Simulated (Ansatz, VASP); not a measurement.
# One calculation of SrO, two programs

```
Sr O
1.0
     3.55329    0.00000    0.00000
    -1.77664    3.07724    0.00000
     0.00000    0.00000    6.21730
Sr O
2 2
Direct
  0.33333 0.66667 0.25000
  0.66667 0.33333 0.75000
  0.00000 0.00000 0.03016
  0.00000 0.00000 0.53016
```

Change from the starting cell: all O atoms moved +0.188 Å, as atom 3 along Cartesian [0 0 1].

Alike in both runs: task single point; functional LDA; k mesh 9 × 9 × 4; occupations gaussian, width 0.05 eV; no spin polarisation.

|  | VASP | Ansatz |
| --- | --- | --- |
| version | VASP 6.6.1 | Ansatz 0.2.0 |
| potentials or method | VASP PAW LDA potentials, release 64 (Sr_sv, O) | scalar-relativistic, plane waves, PAW |
| plane-wave cutoff (eV) | 520 | 420 |
| valence electrons in the cell | 32 | 32 |

```csv
,VASP,Ansatz,Ansatz less VASP
gap on the k mesh at the Fermi level (eV),3.04,3.03,-0.013
least direct gap on the mesh (eV),3.04,3.03,-0.013
pressure (GPa),-3.8,-4.5,-0.70
largest component of the traceless stress (GPa),0.55,0.52,-0.034
rms of the force components (eV/Å),0.222,0.202,-0.0194
```

Atom by atom the forces differ by 0.019 eV/Å (rms over components).

Caveats: an odd mesh through Γ misses points on the zone boundary, where band edges often lie.
